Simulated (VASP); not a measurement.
Wanted: the native input for a VASP 6.6.1 run.

| Item | Value |
| --- | --- |
| Task | relaxation of cell and atoms |
| Functional | BLYP |
| Dispersion | D3 |
| Potentials or basis | VASP PAW PBE potentials, release 64 (Mg) |
| Cutoff | 600 eV |
| k mesh | 10 × 10 × 5 |
| Occupations | fermi-dirac, width 0.05 eV |
| Spin | no spin polarisation |
| Further INCAR settings | ALGO = Fast; EDIFF = 1e-06; IBRION = 2; EDIFFG = -0.01; NSW = 60; ISIF = 3 |

The structure of Mg lies in POSCAR:

```
Mg
1.0
    3.2093000000      0.0000000000      0.0000000000
   -1.6046500000      2.7793353284      0.0000000000
    0.0000000000      0.0000000000      5.2103000000
Mg
2
Direct
    0.6666666667      0.3333333333      0.7500000000
    0.3333333333      0.6666666667      0.2500000000
```

One way to write it, as run:

INCAR

```
PREC = Accurate ; ENCUT = 600
EDIFF = 1E-6 ; ISMEAR = -1
SIGMA = 0.05 ; LREAL = False
LASPH = True ; NELM = 100
ALGO = Fast ; ISIF = 3
LWAVE = False ; LCHARG = False
GGA = B5 ; ALDAX = 1.0
AGGAX = 1.0 ; AGGAC = 1.0
ALDAC = 0.0 ; IVDW = 11
VDW_S6 = 1.0 ; VDW_S8 = 1.682
VDW_SR = 1.094 ; VDW_SR8 = 1.0
IBRION = 2 ; NSW = 60
EDIFFG = -0.01
```

KPOINTS

```
regular mesh
0
Gamma
  10 10 5
```

Potentials or basis: VASP PAW PBE potentials, release 64 (Mg).

Run with:

```bash
$ cat potpaw_PBE.64/Mg/POTCAR > POTCAR
$ mpirun -np 1 vasp_std > vasp.out
```

Results of the run:

- Relaxed volume: 21.83 Å³/atom
- Relaxed cell: a = 3.102 Å, b = 3.102 Å, c = 5.237 Å, α = 90.00°, β = 90.00°, γ = 120.00°
- Space group after relaxing (to 0.05 Å): P6_3/mmc (No. 194)
- Energy gained by relaxing: 10.8 meV/atom
- Ionic steps: 7
- Pressure after relaxing: 0.0 GPa
- Band gap on the k mesh: none (metal or under the smearing width)
- Dispersion energy per atom: -0.388 eV

Caveat: the PAW data sets were made with another functional, which shifts forces and pressure a little; pairwise dispersion overbinds metals, which lowers pressure and volume.

Run time: 76 s on 1 thread of AMD EPYC 9R45 96-Core Processor (Zen 5), on a shared host, peak memory 0.17 GiB.
